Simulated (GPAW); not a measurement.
Wanted: an ASE script for a GPAW 26.7.0 run.

* Task: equation of state
* Functional: RPBE
* Dispersion: D4
* Potentials or basis: the program's PAW data sets (release 1.2.1) made for this functional
* Cutoff: 800 eV
* Basis: pw
* k mesh: 8 × 8 × 8
* Occupations: fermi-dirac, width 0.05 eV
* Spin: no spin polarisation
* Maxiter: 150
* Eos scales: [0.94, 0.96, 0.98, 1.0, 1.02, 1.04, 1.06]

The system is BAs.

```
As B
1.0
     0.00000    2.38850    2.38850
     2.38850    0.00000    2.38850
     2.38850    2.38850    0.00000
As B
1 1
Direct
  0.25000 0.25000 0.25000
  0.00000 0.00000 0.00000
```

The input as run:

run.py

```python
from ase.calculators.mixing import SumCalculator
from ase.eos import EquationOfState
from ase.io import Trajectory
from ase.spacegroup import crystal
from ase.units import GPa
from dftd4.ase import DFTD4
from gpaw import GPAW, PW

# As 4c
# B 4a
atoms = crystal(['As', 'B'],
                basis=[[0.25, 0.25, 0.25],
                       [0.0, 0.0, 0.0]],
                spacegroup=216, setting=1,  # F-43m
                cellpar=[4.777, 4.777, 4.777, 90.0, 90.0, 90.0],
                primitive_cell=True)

traj = Trajectory('eos.traj', 'w')
volumes, energies = [], []
for x in [0.94, 0.96, 0.98, 1.0, 1.02, 1.04, 1.06]:
    a = atoms.copy()
    a.set_cell(atoms.cell * x**(1 / 3), scale_atoms=True)
    calc = GPAW(mode=PW(800),
                xc='RPBE',
                kpts={'size': (8, 8, 8), 'gamma': True},
                occupations={'name': 'fermi-dirac', 'width': 0.05},
                nbands=11,
                convergence={'density': 1e-05, 'energy': 1e-05},
                maxiter=150,
                txt=f'eos-{x:.2f}.txt')
    a.calc = SumCalculator([calc, DFTD4(method='rpbe')])
    energies.append(a.get_potential_energy())
    volumes.append(a.get_volume())
    p = -a.get_stress()[:3].mean() / GPa
    calc.write(f'eos-{x:.2f}.gpw')
    traj.write(a)
    print(f'{x:.2f} {volumes[-1]:10.4f} A^3 {energies[-1]:14.6f} eV {p:9.3f} GPa', flush=True)

v0, e0, B = EquationOfState(volumes, energies, eos='birchmurnaghan').fit()
print(f'V0 = {v0:.4f} A^3, E0 = {e0:.6f} eV, B0 = {B / GPa:.2f} GPa')
```

Potentials or basis: the program's PAW data sets (release 1.2.1) made for this functional, pw.

Run with:

```bash
$ OMP_NUM_THREADS=1 python run.py
```

It gave:

| Quantity | Value |
| --- | --- |
| Equilibrium volume | 13.23 Å³/atom |
| Bulk modulus | 146 GPa |
| Pressure derivative of the bulk modulus | 4.5 |

Wall time 78 s on 1 thread of Arm Neoverse V1 (shared host), peak memory 0.24 GiB.
